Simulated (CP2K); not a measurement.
**TiPt3 under changes of volume**

One of the cells (14.796 Å³/atom); the others are scaled copies at fixed shape and fractional positions:

```
CELL_PARAMETERS angstrom
3.89700 0.00000 0.00000
0.00000 3.89700 0.00000
0.00000 0.00000 3.89700
ATOMIC_POSITIONS crystal
Pt 0.50000 0.50000 0.00000
Pt 0.50000 0.00000 0.50000
Pt 0.00000 0.50000 0.50000
Ti 0.00000 0.00000 0.00000
```

```yaml
Program: CP2K 2026.2
Functional: PBEsol
Potentials_or_basis: POTENTIAL_UZH Pt GTH-PBE-q18, Ti GTH-PBE-q12; TZVP-MOLOPT-PBE-GTH basis
Density_cutoff: 6123 eV
k_mesh: 7 × 7 × 7
Occupations: fermi-dirac, width 0.05 eV
Spin: no spin polarisation
```

```csv
volume (Å³/atom),energy over the lowest point (meV/atom),pressure (GPa)
13.908,?,?
14.204,25.12,13.3
14.500,6.85,6.7
14.796,0.00,0.9
15.091,3.29,-4.3
15.387,15.58,-8.9
15.683,35.84,-13.0
```

What does the run at 13.908 Å³/atom give?

Energy over the lowest point 56.26 meV/atom; pressure 20.7 GPa.

Worked out: A Birch-Murnaghan fit of order 3 (a polynomial in V^(-2/3)) to the other rows has its minimum at 14.84 Å³/atom with B0 = V·E''(V) = 270 GPa and B' = 5.0. It gives 56.31 meV/atom at 13.908 Å³/atom, against the run's 56.26, and -dE/dV = 20.7 GPa, against 20.7.

Energies are extrapolated to zero smearing.

Caveats: the potentials were made for another functional, which shifts forces and pressure; the basis of atomic orbitals isn't converged, which shifts pressures, moduli and gaps.
